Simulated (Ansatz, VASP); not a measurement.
## One calculation of InP, two programs

```
In P
1.0
     2.88452    2.88452    0.00000
    -2.88452    2.88452    0.00000
     0.00000    2.88452    2.94545
In P
1 1
Direct
  0.00000 0.00000 0.00000
  0.75000 0.25000 0.50000
```

Change from the starting cell: in-plane strain -0.01, out-of-plane length and atoms relaxed by PAW.

Alike in both runs: functional LDA; k mesh 8 × 8 × 8; no spin polarisation.

Ansatz relaxed the structure, and its values are those at the end. VASP's run is a single point on that final structure, the one shown.

```csv
,VASP,Ansatz
version,VASP 6.6.1,Ansatz 0.2.0
potentials or method,"VASP PAW LDA potentials, release 64 (In_d, P)","PAW with Ansatz's default frozen-core files, scalar-relativistic"
plane-wave cutoff (eV),520,420
occupations,"gaussian, width 0.01 eV",fixed
valence electrons in the cell,18,18
```

|  | VASP | Ansatz | Ansatz less VASP |
| --- | --- | --- | --- |
| pressure (GPa) | 0.7 | 0.6 | -0.02 |
